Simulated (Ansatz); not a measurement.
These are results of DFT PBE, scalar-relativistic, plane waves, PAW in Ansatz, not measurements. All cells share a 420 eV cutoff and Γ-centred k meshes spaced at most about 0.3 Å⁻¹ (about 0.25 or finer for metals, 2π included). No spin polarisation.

All energies are static (0 K, no zero-point motion).

Question: Order these relaxed structures of In₆O by energy, lowest first, with the energy over the lowest of them.
A.

```cif
data_structure
_symmetry_space_group_name_H-M 'P4/mmm'
_symmetry_Int_Tables_number 123
_cell_length_a 3.3446
_cell_length_b 3.3446
_cell_length_c 15.3557
_cell_angle_alpha 90.000
_cell_angle_beta 90.000
_cell_angle_gamma 90.000
_cell_volume 171.77
loop_
_atom_site_label
_atom_site_type_symbol
_atom_site_symmetry_multiplicity
_atom_site_Wyckoff_symbol
_atom_site_fract_x
_atom_site_fract_y
_atom_site_fract_z
_atom_site_occupancy
In1 In 2 h 0.50000 0.50000 0.82535 1
In2 In 1 a 0.00000 0.00000 0.00000 1
In3 In 2 g 0.00000 0.00000 0.34173 1
In4 In 1 d 0.50000 0.50000 0.50000 1
O1 O 1 c 0.50000 0.50000 0.00000 1
```

B.

```cif
data_structure
_symmetry_space_group_name_H-M 'P-3m1'
_symmetry_Int_Tables_number 164
_cell_length_a 3.3209
_cell_length_b 3.3209
_cell_length_c 17.9074
_cell_angle_alpha 90.000
_cell_angle_beta 90.000
_cell_angle_gamma 120.000
_cell_volume 171.03
loop_
_atom_site_label
_atom_site_type_symbol
_atom_site_symmetry_multiplicity
_atom_site_Wyckoff_symbol
_atom_site_fract_x
_atom_site_fract_y
_atom_site_fract_z
_atom_site_occupancy
In1 In 2 d 0.66667 0.33333 0.91345 1
In2 In 2 c 0.00000 0.00000 0.73882 1
In3 In 2 d 0.66667 0.33333 0.42162 1
O1 O 1 a 0.00000 0.00000 0.00000 1
```

C.

```cif
data_structure
_symmetry_space_group_name_H-M 'P3m1'
_symmetry_Int_Tables_number 156
_cell_length_a 3.3830
_cell_length_b 3.3830
_cell_length_c 17.5241
_cell_angle_alpha 90.000
_cell_angle_beta 90.000
_cell_angle_gamma 120.000
_cell_volume 173.69
loop_
_atom_site_label
_atom_site_type_symbol
_atom_site_symmetry_multiplicity
_atom_site_Wyckoff_symbol
_atom_site_fract_x
_atom_site_fract_y
_atom_site_fract_z
_atom_site_occupancy
In1 In 1 a 0.00000 0.00000 0.10329 1
In2 In 1 b 0.33333 0.66667 0.91009 1
In3 In 1 b 0.33333 0.66667 0.26625 1
In4 In 1 a 0.00000 0.00000 0.58498 1
In5 In 1 c 0.66667 0.33333 0.42509 1
In6 In 1 b 0.33333 0.66667 0.73840 1
O1 O 1 a 0.00000 0.00000 0.97190 1
```

D.

```cif
data_structure
_symmetry_space_group_name_H-M 'R-3:H'
_symmetry_Int_Tables_number 148
_cell_length_a 5.8366
_cell_length_b 5.8366
_cell_length_c 17.3901
_cell_angle_alpha 90.000
_cell_angle_beta 90.000
_cell_angle_gamma 120.000
_cell_volume 513.05
loop_
_atom_site_label
_atom_site_type_symbol
_atom_site_symmetry_multiplicity
_atom_site_Wyckoff_symbol
_atom_site_fract_x
_atom_site_fract_y
_atom_site_fract_z
_atom_site_occupancy
In1 In 18 f 0.34302 0.00227 0.08429 1
O1 O 3 a 0.00000 0.00000 0.00000 1
```

Answer: C (0 meV/atom), B (56 meV/atom), D (110 meV/atom), A (129 meV/atom). Forms: C P3m1; B P-3m1; D R-3; A P4/mmm. Counting In atoms around O (those within 1.25 times the shortest such distance or 1.15 times the sum of covalent radii, 1.27 where that leaves under three; a plus sign parts nearer from farther groups; the shortest distance is added where it exceeds 1.18 times the sum of covalent radii): C has O 4; B has O 6 from 2.5 Å; D has O 6 from 2.5 Å; A has O 4+2. Origin: A, B and D, invented; C, invented, then shaken at random and relaxed again.

The k mesh leaves some 4 meV/atom of noise in the energy of each metallic cell. Cells relaxed within their symmetry can be saddle points. Some candidate types were left out of the draw beforehand, so a known form may be missing.
